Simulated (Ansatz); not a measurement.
## ZnS: random displacements

All numbers below come from Ansatz 0.2.0, DFT PBE, scalar-relativistic, plane waves, PAW. Settings: plane waves to 420 eV, k-mesh 12×12×4 (Γ-centred), Gaussian smearing 0.05 eV. No spin polarisation. Energies are free energies at this smearing, counted from the undisturbed cell; pressure is positive in compression.

The starting cell (as given, not relaxed at this level):

```
CELL_PARAMETERS angstrom
3.82270 0.00000 0.00000
-1.91135 3.31056 0.00000
0.00000 0.00000 12.52000
ATOMIC_POSITIONS crystal
Zn 0.00000 0.00000 0.00000
Zn 0.00000 0.00000 0.50000
Zn 0.33333 0.66667 0.25000
Zn 0.66667 0.33333 0.75000
S 0.00000 0.00000 0.18750
S 0.00000 0.00000 0.68750
S 0.33333 0.66667 0.43750
S 0.66667 0.33333 0.93750
```

The atoms are displaced (Å, in the unstrained cell):

```csv
atom,ux,uy,uz
Zn1,-0.005,-0.022,-0.009
Zn2,-0.014,0.077,-0.031
Zn3,-0.025,-0.050,0.007
Zn4,-0.001,-0.009,0.026
S5,0.016,0.021,0.025
S6,0.021,-0.013,0.001
S7,-0.003,-0.010,-0.034
S8,0.012,0.007,0.016
```

The cell is not strained.

Q: What are the energy change, the stress and the forces?

A: ΔE = 8.3 meV/atom; stress (xx, yy, zz, yz, xz, xy; compression positive) (0.61, 2.66, 1.29, 0.01, 0.25, -0.13) GPa; gap on the mesh 2.09 eV.
```
atom Fx (eV/Å) Fy Fz
 Zn1       0.10   0.18   0.27
 Zn2       0.06  -0.57   0.24
 Zn3       0.19   0.44  -0.14
 Zn4       0.12  -0.01  -0.16
  S5      -0.20  -0.47  -0.37
  S6      -0.14   0.05  -0.13
  S7      -0.03   0.55   0.31
  S8      -0.09  -0.17  -0.01
```

Cost: 1 run of about 4.1 core-minutes, on Arm Neoverse V1 (shared hosts).